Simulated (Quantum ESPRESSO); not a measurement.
# Pb (Im-3m) in Quantum ESPRESSO: equation of state, part 2 of 2

Quantum ESPRESSO 7.5. Earlier steps stand in the parts before.

## 6. Single point, PBE, 31.65 Å³/atom

The input, pw.in:

```
&CONTROL
  calculation = 'scf'
  prefix = 'pwscf'
  outdir = './tmp'
  pseudo_dir = './pseudo'
  tprnfor = .true.
  tstress = .true.
  disk_io = 'nowf'
/
&SYSTEM
  ibrav = 0
  nat = 1
  ntyp = 1
  ecutwfc = 55
  ecutrho = 440
  nbnd = 13
  occupations = 'smearing'
  smearing = 'fd'
  degauss = 0.00367493
/
&ELECTRONS
  conv_thr = 2d-10
  electron_maxstep = 120
  mixing_beta = 0.5
/
ATOMIC_SPECIES
Pb   207.2000 Pb.pbe-dn-kjpaw_psl.0.2.2.UPF
CELL_PARAMETERS angstrom
  -1.9927702770    1.9927702770    1.9927702770
   1.9927702770   -1.9927702770    1.9927702770
   1.9927702770    1.9927702770   -1.9927702770
ATOMIC_POSITIONS crystal
Pb     0.0000000000    0.0000000000    0.0000000000
K_POINTS automatic
9 9 9 0 0 0
```

Potentials or basis: SSSP 1.3 efficiency PBE.

On the command line:

```sh
OMP_NUM_THREADS=1 pw.x -in pw.in > pw.out
```

pw.out:

```text
This program is part of the open-source Quantum ESPRESSO suite
     for quantum simulation of materials; please cite
         "P. Giannozzi et al., J. Phys.:Condens. Matter 21 395502 (2009);
         "P. Giannozzi et al., J. Phys.:Condens. Matter 29 465901 (2017);
         "P. Giannozzi et al., J. Chem. Phys. 152 154105 (2020);
     in publications or presentations arising from this work. More details at

     file Pb.pbe-dn-kjpaw_psl.0.2.2.UPF: wavefunction(s)  6S renormalized
     Message from routine setup:
     using ibrav=0 with symmetry is DISCOURAGED, use correct ibrav instead

     G-vector sticks info
     --------------------
     sticks:   dense  smooth     PW     G-vecs:    dense   smooth      PW
     Sum        1403     709    217                33405    11849    1985

     Using Slab Decomposition

     bravais-lattice index     =            0
     lattice parameter (alat)  =       6.5225  a.u.
     unit-cell volume          =     213.6133 (a.u.)^3
     number of atoms/cell      =            1
     number of atomic types    =            1
     number of electrons       =        14.00
     number of Kohn-Sham states=           13
     kinetic-energy cutoff     =      55.0000  Ry
     charge density cutoff     =     440.0000  Ry
     scf convergence threshold =      2.0E-10
     mixing beta               =       0.5000
     number of iterations used =            8  plain     mixing
     Exchange-correlation= SLA  PW   PBX  PBC
                           (   1   4   3   4   0   0   0)

     celldm(1)=   6.522540  celldm(2)=   0.000000  celldm(3)=   0.000000
     celldm(4)=   0.000000  celldm(5)=   0.000000  celldm(6)=   0.000000

     crystal axes: (cart. coord. in units of alat)
               a(1) = (  -0.577350   0.577350   0.577350 )
               a(2) = (   0.577350  -0.577350   0.577350 )
               a(3) = (   0.577350   0.577350  -0.577350 )

     reciprocal axes: (cart. coord. in units 2 pi/alat)
               b(1) = ( -0.000000  0.866025  0.866025 )
               b(2) = (  0.866025 -0.000000  0.866025 )
               b(3) = (  0.866025  0.866025  0.000000 )

     PseudoPot. # 1 for Pb read from file:
     Pb.pbe-dn-kjpaw_psl.0.2.2.UPF
     Pseudo is Projector augmented-wave + core cor, Zval = 14.0
     Generated using "atomic" code by A. Dal Corso  v.5.0.99 svn rev. 10869
     Shape of augmentation charge: PSQ
     Using radial grid of 1281 points,  6 beta functions with:
                l(1) =   0
                l(2) =   0
                l(3) =   1
                l(4) =   1
                l(5) =   2
                l(6) =   2
     Q(r) pseudized with 0 coefficients

     atomic species   valence    mass     pseudopotential
     Pb               14.00   207.20000     Pb( 1.00)

     48 Sym. Ops., with inversion, found

   Cartesian axes

     site n.     atom                  positions (alat units)
         1        Pb     tau(   1) = (   0.0000000   0.0000000   0.0000000  )

     number of k points=    35  Fermi-Dirac smearing, width (Ry)=  0.0037
                       cart. coord. in units 2pi/alat
        k(    1) = (   0.0000000   0.0000000   0.0000000), wk =   0.0027435
        k(    2) = (   0.0962250   0.0962250   0.0000000), wk =   0.0329218
        k(    3) = (   0.1924501   0.1924501   0.0000000), wk =   0.0329218
        k(    4) = (   0.2886751   0.2886751   0.0000000), wk =   0.0329218
        k(    5) = (   0.3849002   0.3849002   0.0000000), wk =   0.0329218
        k(    6) = (   0.1924501   0.0962250   0.0962250), wk =   0.0658436
[... 27 lines left out ...]
        k(   34) = (  -0.7698004  -0.0962250  -0.0962250), wk =   0.0219479
        k(   35) = (   0.0000000   0.0000000   0.7698004), wk =   0.0164609

     Dense  grid:    33405 G-vectors     FFT dimensions: (  45,  45,  45)

     Smooth grid:    11849 G-vectors     FFT dimensions: (  32,  32,  32)

     Initial potential from superposition of free atoms

     starting charge      13.9976, renormalised to      14.0000
     Starting wfcs are    9 randomized atomic wfcs +    4 random wfcs

     Self-consistent Calculation

     iteration #  1     ecut=    55.00 Ry     beta= 0.50
     Davidson diagonalization with overlap
     ethr =  1.00E-02,  avg # of iterations =  5.7

     Threshold (ethr) on eigenvalues was too large:
     Diagonalizing with lowered threshold

     Davidson diagonalization with overlap
     c_bands:  1 eigenvalues not converged
     ethr =  2.23E-05,  avg # of iterations = 11.1

     total energy              =    -870.55067308 Ry
     estimated scf accuracy    <       0.00443140 Ry

     iteration #  2     ecut=    55.00 Ry     beta= 0.50
     Davidson diagonalization with overlap
     ethr =  3.17E-05,  avg # of iterations =  2.0
[... 74 lines left out ...]
     total energy              =    -870.55186078 Ry
     estimated scf accuracy    <          1.3E-09 Ry

     iteration # 13     ecut=    55.00 Ry     beta= 0.50
     Davidson diagonalization with overlap
     ethr =  9.09E-12,  avg # of iterations =  3.5

     End of self-consistent calculation

          k = 0.0000 0.0000 0.0000 (  1481 PWs)   bands (ev):

    -6.4890  -6.4890  -6.4890  -6.2772  -6.2772  -0.8558  17.8763  17.8763
    17.8763  21.8243  22.0260  22.0260  22.0260

          k = 0.0962 0.0962 0.0000 (  1471 PWs)   bands (ev):

    -6.4976  -6.4783  -6.4505  -6.2866  -6.2781  -0.6161  15.7319  17.1414
    17.5845  20.5383  21.2659  21.7883  23.1253
[... 158 lines left out ...]
    -6.4987  -6.4987  -6.2607  -6.1886  -6.1886   4.6184   9.7382   9.7382
    11.8293  16.3469  16.3469  25.3796  28.2082

          k = 0.0000 0.0000 0.7698 (  1465 PWs)   bands (ev):

    -6.5250  -6.5170  -6.1924  -6.1924  -6.1887   4.9790  10.1654  10.4556
    10.4556  15.2483  15.9127  27.5115  29.0598

     the Fermi energy is    10.6638 ev

!    total energy              =    -870.55186078 Ry
     total all-electron energy =    -41764.080326 Ry
     estimated scf accuracy    <          9.1E-11 Ry
     smearing contrib. (-TS)   =      -0.00048751 Ry
     internal energy E=F+TS    =    -870.55137327 Ry

     The total energy is F=E-TS. E is the sum of the following terms:
     one-electron contribution =     -30.16167289 Ry
     hartree contribution      =      27.08891966 Ry
     xc contribution           =     -44.33476302 Ry
     ewald contribution        =     -94.70652188 Ry
     one-center paw contrib.   =    -728.43733515 Ry

     convergence has been achieved in  13 iterations

     Forces acting on atoms (cartesian axes, Ry/au):

     atom    1 type  1   force =     0.00000000    0.00000000    0.00000000

     Total force =     0.000000     Total SCF correction =     0.000000

     Computing stress (Cartesian axis) and pressure

          total   stress  (Ry/bohr**3)                   (kbar)     P=       -1.24
  -0.00000844  -0.00000000  -0.00000000           -1.24       -0.00       -0.00
  -0.00000000  -0.00000844  -0.00000000           -0.00       -1.24       -0.00
  -0.00000000  -0.00000000  -0.00000844           -0.00       -0.00       -1.24

=------------------------------------------------------------------------------=
   JOB DONE.
=------------------------------------------------------------------------------=
```

It took 16 s on 1 thread of Arm Neoverse V2, shared host; peak memory 0.15 GiB.

Results:

```
Free energy            : -11844.4615 eV
Pressure               : -0.1 GPa
Band gap on the k mesh : none (metal or under the smearing width)
```

## 7. Single point, PBE, 32.27 Å³/atom

Changes to pw.in since step 6:

```diff
@@ -28,5 +28,5 @@
 CELL_PARAMETERS angstrom
-  -1.9927702770    1.9927702770    1.9927702770
-   1.9927702770   -1.9927702770    1.9927702770
-   1.9927702770    1.9927702770   -1.9927702770
+  -2.0057107064    2.0057107064    2.0057107064
+   2.0057107064   -2.0057107064    2.0057107064
+   2.0057107064    2.0057107064   -2.0057107064
 ATOMIC_POSITIONS crystal
```

On the command line:

```sh
OMP_NUM_THREADS=1 pw.x -in pw.in > pw.out
```

It took 16 s on 1 thread of Arm Neoverse V2, shared host; peak memory 0.15 GiB.

The run converged. Its results:

```yaml
Free_energy: -11844.4602 eV
Pressure: -0.8 GPa
Band_gap_on_the_k_mesh: none (metal or under the smearing width)
```

## 8. Single point, PBE, 32.90 Å³/atom

Changes to pw.in since step 7:

```diff
@@ -28,5 +28,5 @@
 CELL_PARAMETERS angstrom
-  -2.0057107064    2.0057107064    2.0057107064
-   2.0057107064   -2.0057107064    2.0057107064
-   2.0057107064    2.0057107064   -2.0057107064
+  -2.0184862782    2.0184862782    2.0184862782
+   2.0184862782   -2.0184862782    2.0184862782
+   2.0184862782    2.0184862782   -2.0184862782
 ATOMIC_POSITIONS crystal
```

On the command line:

```sh
OMP_NUM_THREADS=1 pw.x -in pw.in > pw.out
```

Wall time 20 s (1 thread of Arm Neoverse V2, shared host); peak memory 0.16 GiB.

Results (log left out):

```yaml
Free_energy: -11844.4564 eV
Pressure: -1.4 GPa
Band_gap_on_the_k_mesh: none (metal or under the smearing width)
```

## 9. Equation of state, PBE

Potentials or basis: SSSP 1.3 efficiency PBE.

No new run: the results of the series are fitted here.

What came out:

```
Equilibrium volume                      : 31.67 Å³/atom
Bulk modulus                            : 38 GPa
Pressure derivative of the bulk modulus : 6.1
```

Energy against volume, from the lowest point:
| volume (Å³/atom) | energy (meV/atom) |
| --- | --- |
| 29.172 | 28.29 |
| 29.792 | 15.23 |
| 30.413 | 6.49 |
| 31.034 | 1.58 |
| 31.654 | 0.00 |
| 32.275 | 1.28 |
| 32.896 | 5.09 |
